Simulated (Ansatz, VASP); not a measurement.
Two plane-wave programs on InAs

Contents of INCAR:

```
SYSTEM = InAs
ALGO = Normal
EDIFF = 1E-6
ENCUT = 520
GGA = PE
ISIF = 2
ISMEAR = 0
LASPH = .True.
LCHARG = .True.
LELF = .True.
LREAL = .False.
LVHAR = .True.
LWAVE = .False.
NBANDS = 16
NELM = 60
PREC = Accurate
SIGMA = 0.05
```

File KPOINTS:

```
k-points
0
Gamma
  6 6 6
  0 0 0
```

POSCAR

```
InAs
1.0
    0.0000000000      3.0240000793      3.0240000793
    3.0240000793      0.0000000000      3.0240000793
    3.0240000793      3.0240000793      0.0000000000
In As
1 1
Direct
    0.0000000000      0.0000000000      0.0000000000
    0.7500000000      0.7500000000      0.7500000000
```

Input for Ansatz:

```yaml
crystal:
  lattice:
    - [0.0, 3.0240000793, 3.0240000793]
    - [3.0240000793, 0.0, 3.0240000793]
    - [3.0240000793, 3.0240000793, 0.0]
  atoms:
    - { symbol: In, position: [0.0, 0.0, 0.0] }
    - { symbol: As, position: [0.75, 0.75, 0.75] }
basis:
  ecutwfc: 420
  ecutrho_ratio: 4
kpoints:
  mp_grid: { grid: [6, 6, 6] }
hamiltonian:
  xc: pbe
scf:
  occupations: { method: gaussian, width: 0.05 }
output:
  forces: true
  stress: true
  eigenvalues: true
```

Alike in both runs: task single point; functional PBE; k mesh 6 × 6 × 6; occupations gaussian, width 0.05 eV; no spin polarisation.

|  | VASP | Ansatz |
| --- | --- | --- |
| version | VASP 6.6.1 | Ansatz 0.2.0 |
| potentials or method | VASP PAW PBE potentials, release 64 (In_d, As) | scalar-relativistic, plane waves, PAW |
| plane-wave cutoff (eV) | 520 | 420 |
| valence electrons in the cell | 18 | 28 |

```tsv
	VASP	Ansatz	Ansatz less VASP
gap on the k mesh at the Fermi level (eV)	none	none	-
pressure (GPa)	4.0	4.0	-0.06
```

A gap of «none» marks a metal or a gap that the smearing closes. The functional is the same, so the differences come from potentials, cutoffs and numerics. The two sets of potentials don't hold the same shells in valence.

Caveats: this crystal is a semiconductor, whose small gap the functional closes, so the metal is an error of the method.
